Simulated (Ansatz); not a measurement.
# K (fcc): energy against volume

Theory: DFT, revPBE, plane waves (420 eV) with PAW, scalar-relativistic in Ansatz 0.2.0. The PAW files were generated under PBE, with cores re-solved for the functional.

The cell is scaled uniformly from the relaxed one, with fractional coordinates and shape fixed. Energies are extrapolated to zero smearing, pressures are those at the given smearing. Magnetic state: spin not included.

A Birch-Murnaghan fit gives V₀ = 79.88 Å³/atom, B₀ = 3.1 GPa, B₀′ = 3.7.

**Question.** What are the energy above the minimum and the pressure at 76.901 Å³/atom?

**Answer.** 1.1 meV/atom and 0.14 GPa as computed.

**Question.** What are the energy above the minimum and the pressure at 83.310 Å³/atom?

**Answer.** 1.3 meV/atom and -0.11 GPa as computed.

**Question.** What are the energy above the minimum and the pressure at 86.514 Å³/atom?

**Answer.** 4.7 meV/atom and -0.20 GPa as computed.
